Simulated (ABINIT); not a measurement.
# BeTe (F-43m): G0W0 in ABINIT against the screening cutoff in the self-energy, part 2 of 2

How does the gap of BeTe (F-43m) converge in the screening cutoff in the self-energy?

ABINIT 10.8.3; LDA and many-body steps on it, plane waves. Known limits of the many-body steps: not at the basis limit; exchange with frozen shells missing; no spin-orbit coupling; coarse k mesh.

So far. Step 2 (Screening, 4×4×4 mesh, 79 bands, screening to 176.9 eV): Local fields lower ε∞ by 12 %. On a Γ-centred mesh this coarse the value itself is usually too large, while a short band sum pulls it down. Step 5 (2.3 Ha): The gap on the mesh goes from 1.77 eV to 3.03 eV, a correction of +1.26 eV.

The database entry behind the starting cell differs from later determinations by our own check (an axis about 1.5 % short against later determinations), so it need not match the best structure at ambient conditions.

## Step 6: 3.2 Ha

Level of this step: G0W0 on LDA, plane waves, norm-conserving pseudopotentials (ABINIT).

The input, run.abi:

```
acell 3*1.0 Angstrom
rprim 
  0.000000000000 2.770000000000 2.770000000000
  2.770000000000 0.000000000000 2.770000000000
  2.770000000000 2.770000000000 -0.000000000000
ntypat 2
znucl 4 52
natom 2
typat 1 2
xred 
  0.000000000000 0.000000000000 0.000000000000
  0.250000000000 0.250000000000 0.250000000000
pp_dirpath "pseudos"
pseudos "Be.upf, Te.upf"
ecut 38
ngkpt 4 4 4
nshiftk 1
shiftk 0 0 0
kptopt 1
chksymbreak 0
istwfk *1
occopt 1
irdwfk 1
optdriver 4
nband 79
gwcalctyp 0
ecutsigx 38
symsigma 1
nkptgw 2
kptgw 
  0.0000000000 0.0000000000 0.0000000000
  0.5000000000 0.5000000000 0.0000000000
bdgw 
  8 13
  9 12
ecuteps 3.2
irdscr 1
ppmodel 1
indata_prefix "in"
outdata_prefix "out"
tmpdata_prefix "tmp"
```

The run is started by

```bash
$ OMP_NUM_THREADS=1 mpirun -n 4 abinit run.abi > log
```

Output:

```text
.Version 10.8.3 of ABINIT. v10.8.2 released Aug 2026.

 Symmetries : space group F-4 3 m (#216); Bravais cF (face-center cubic)
[... echo of the input left out ...]
== DATASET  1 ==================================================================
-   mpi_nproc: 4, omp_nthreads: 1 (-1 if OMP is not activated)

--- !DatasetInfo
iteration_state: {dtset: 1, }
dimensions: {natom: 2, nkpt: 8, mband: 79, nsppol: 1, nspinor: 1, nspden: 1, mpw: 3250, }
cutoff_energies: {ecut:  38.0, pawecutdg:  -1.0, }
[...]
Band     E0 <VxcDFT>   SigX SigC(E0)      Z dSigC/dE  Sig(E)    E-E0       E
[...]
11   6.252  -9.265  -4.980  -3.752   0.817  -0.224  -8.830   0.436   6.687
       12   7.107  -9.984  -5.491  -3.814   0.812  -0.232  -9.434   0.551   7.657

== END DATASET(S) ==============================================================
================================================================================

 -outvars: echo values of variables after computation  --------
           etotal      0.0000000000E+00
            nband          79
             nkpt           8
          spgroup         216
 [... the other variables as echoed above ...]

 Calculation completed.
```

Wall time 3 s (4 MPI ranks of Arm Neoverse V2, shared host); peak memory 0.17 GiB.

This step gave:

| Item | Value |
| --- | --- |
| G0W0 gap on the points computed | 3.049 eV |
| starting gap on the mesh | 1.775 eV |
| k of the valence top | 0, 0, 0 |
| k of the conduction bottom | 0.5, 0.5, 0 |
| least direct G0W0 gap on the computed points | 5.114 eV |

Against the run before, the gap moves by +0.016 eV.

## Step 7: 4.9 Ha

run.abi: that of step 6 with these lines changed.

```diff
@@ -35,3 +35,3 @@
   9 12
-ecuteps 3.2
+ecuteps 4.9
 irdscr 1
```

Output:

```text
.Version 10.8.3 of ABINIT. v10.8.2 released Aug 2026.

 Symmetries : space group F-4 3 m (#216); Bravais cF (face-center cubic)
[... echo of the input left out ...]
== DATASET  1 ==================================================================
-   mpi_nproc: 4, omp_nthreads: 1 (-1 if OMP is not activated)

--- !DatasetInfo
iteration_state: {dtset: 1, }
dimensions: {natom: 2, nkpt: 8, mband: 79, nsppol: 1, nspinor: 1, nspden: 1, mpw: 3250, }
cutoff_energies: {ecut:  38.0, pawecutdg:  -1.0, }
[...]
Band     E0 <VxcDFT>   SigX SigC(E0)      Z dSigC/dE  Sig(E)    E-E0       E
[...]
11   6.252  -9.265  -4.980  -3.745   0.817  -0.224  -8.823   0.442   6.694
       12   7.107  -9.984  -5.491  -3.816   0.811  -0.233  -9.436   0.549   7.656

== END DATASET(S) ==============================================================
================================================================================

 -outvars: echo values of variables after computation  --------
           etotal      0.0000000000E+00
            nband          79
             nkpt           8
          spgroup         216
 [... the other variables as echoed above ...]

 Calculation completed.
```

Run time: 4.8 s. Hardware: 4 MPI ranks; peak memory 0.65 GiB.

Numbers from this step:

| Item | Value |
| --- | --- |
| G0W0 gap on the points computed | 3.14 eV |
| starting gap on the mesh | 1.775 eV |
| k of the valence top | 0, 0, 0 |
| k of the conduction bottom | 0.5, 0.5, 0 |
| least direct G0W0 gap on the computed points | 5.188 eV |

Against the run before, the gap moves by +0.091 eV.

## Step 8: 6.5 Ha

run.abi: that of step 7 with these lines changed.

```diff
@@ -35,3 +35,3 @@
   9 12
-ecuteps 4.9
+ecuteps 6.5
 irdscr 1
```

Output:

```text
.Version 10.8.3 of ABINIT. v10.8.2 released Aug 2026.

 Symmetries : space group F-4 3 m (#216); Bravais cF (face-center cubic)
[... echo of the input left out ...]
== DATASET  1 ==================================================================
-   mpi_nproc: 4, omp_nthreads: 1 (-1 if OMP is not activated)

--- !DatasetInfo
iteration_state: {dtset: 1, }
dimensions: {natom: 2, nkpt: 8, mband: 79, nsppol: 1, nspinor: 1, nspden: 1, mpw: 3250, }
cutoff_energies: {ecut:  38.0, pawecutdg:  -1.0, }
[...]
Band     E0 <VxcDFT>   SigX SigC(E0)      Z dSigC/dE  Sig(E)    E-E0       E
[...]
11   6.252  -9.265  -4.980  -3.745   0.817  -0.224  -8.824   0.442   6.693
       12   7.107  -9.984  -5.491  -3.815   0.811  -0.233  -9.434   0.550   7.657

== END DATASET(S) ==============================================================
================================================================================

 -outvars: echo values of variables after computation  --------
           etotal      0.0000000000E+00
            nband          79
             nkpt           8
          spgroup         216
 [... the other variables as echoed above ...]

 Calculation completed.
```

The job ended after 7.8 s (4 MPI ranks; peak memory 0.76 GiB; 31 s of CPU time).

This step gave:

| Item | Value |
| --- | --- |
| G0W0 gap on the points computed | 3.143 eV |
| starting gap on the mesh | 1.775 eV |
| k of the valence top | 0, 0, 0 |
| k of the conduction bottom | 0.5, 0.5, 0 |
| least direct G0W0 gap on the computed points | 5.193 eV |

Against the run before, the gap moves by +0.003 eV.

## Step 9: Side by side

Times are wall times on 4 MPI ranks of Arm Neoverse V2, shared host, good to a factor of about two. A run's time includes the screening step that it read.

| run | mesh | bands | screening cutoff (eV) | DFT gap (eV) | gap on the mesh (eV) | direct (eV) | ε∞ used | time |
| --- | --- | --- | --- | --- | --- | --- | --- | --- |
| 0.7 Ha | 4×4×4 | 79 | 19 | 1.775 | 3.106 | 5.347 | 9.34 | 19 s |
| 1.3 Ha | 4×4×4 | 79 | 35.4 | 1.775 | 2.891 | 5.111 | 9.34 | 19 s |
| 2.3 Ha | 4×4×4 | 79 | 62.6 | 1.775 | 3.033 | 5.108 | 9.34 | 19 s |
| 3.2 Ha | 4×4×4 | 79 | 87.1 | 1.775 | 3.049 | 5.114 | 9.34 | 19 s |
| 4.9 Ha | 4×4×4 | 79 | 133.3 | 1.775 | 3.140 | 5.188 | 9.34 | 21 s |
| 6.5 Ha | 4×4×4 | 79 | 176.9 | 1.775 | 3.143 | 5.193 | 9.34 | 24 s |

## Step 10: Results

| Property | Result |
| --- | --- |
| 0.7 Ha | 3.106 eV |
| 1.3 Ha | 2.891 eV |
| 2.3 Ha | 3.033 eV |
| 3.2 Ha | 3.049 eV |
| 4.9 Ha | 3.140 eV |
| 6.5 Ha | 3.143 eV |
| known limits | not at the basis limit; exchange with frozen shells missing; no spin-orbit coupling; coarse k mesh |

In words: The setting moved: screening cutoff in the self-energy. From 0.7 Ha to 6.5 Ha the gap moves by +0.04 eV, not steadily: it passes through 2.89 eV. It holds to 0.03 eV from 4.9 Ha on. Bands and screening cutoff are coupled, so a series along one setting does not show full convergence. Bands and cutoff are finite, so the gap is not at the basis limit. The miss can reach some tenths of an eV and take either sign; the mesh is an error of its own. In the G0W0 runs levels were corrected at 2 k points alone, so a gap called «on the mesh» is the least over those, and an edge elsewhere would be missed. The 4×4×4 mesh is coarse for this cell, which bears on the long-range parts of exchange and screening. The norm-conserving file of at least one element keeps a d shell over frozen s and p shells of the same row. Exchange with those shells is missing from the self-energy, an error of 0.3 to 0.9 eV in cases checked, whose sign depends on which edge lies on those atoms. The many-body steps are scalar-relativistic: spin-orbit coupling is not in them.

[Paths, hosts, dates, memory and timing lines, banners, echoed tables and standing remarks are left out of the program output.]

[Logs are printed without paths, hosts, clocks, repeated set-up lines and the standing remarks that a program may print on its own settings, such as how far it seeks lower states.]

[Runs of the session that timed out or met a known fault of the program may be left out.]

[Hosts, paths, dates, database ids (printed as entryN), source tags and the programs' standing remarks are cut or masked in the printed files.]

[G0W0 gaps are taken among the corrected bands and points alone; a level outside them can change the order at an edge.]

[Where Ansatz stands beside ABINIT at settings called matched, ABINIT's density can come from a denser mesh and the files from another edition; pairs whose starting gaps differed by over 0.03 eV were left out, so agreement reads better than it is.]
